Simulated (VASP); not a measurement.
Input of a VASP 6.6.1 run:

The input run.py:

```python
from ase import Atoms
from ase.calculators.vasp import Vasp
from ase.dft.bandgap import bandgap

atoms = Atoms(
    ['Ba'],
    cell=[[0.0, 3.2326650028, 3.2326650028], [3.2326650028, 0.0, 3.2326650028], [3.2326650028, 3.2326650028, 0.0]],
    scaled_positions=[[0.0, 0.0, 0.0]],
    pbc=True,
)
calc = Vasp(
    directory='calc',
    xc='rpbe',
    pp='PBE',
    setups='minimal',
    prec='Accurate',
    encut=500,
    ediff=1e-06,
    ismear=0,
    sigma=0.1,
    lreal=False,
    lasph=True,
    nelm=60,
    algo='Fast',
    isif=2,
    lwave=False,
    lcharg=False,
    kpts=[7, 7, 7],
    gamma=True,
    nbands=11,
)
atoms.calc = calc

print('energy (eV):', atoms.get_potential_energy())
print('free energy (eV):', atoms.get_potential_energy(force_consistent=True))
print('forces (eV/A):')
print(atoms.get_forces())
print('stress (eV/A^3, Voigt):', atoms.get_stress())
print('Fermi level (eV):', calc.get_fermi_level())
gap, top, bottom = bandgap(calc)
print('band gap (eV):', gap, 'from (spin, k, band)', top, 'to', bottom)
```

Potentials or basis: VASP PAW PBE potentials, release 64 (Ba_sv).

The run is started by

```sh
$ python run.py
```

Task: Estimate the band gap on the k mesh.

Result: None (metal or under the smearing width).

Task: What does it give for the pressure?

Result: 0.3 GPa.

Caveat: the PAW data sets were made with another functional, which shifts forces and pressure a little. Spin-orbit coupling is left out, which matters for the levels of Ba.
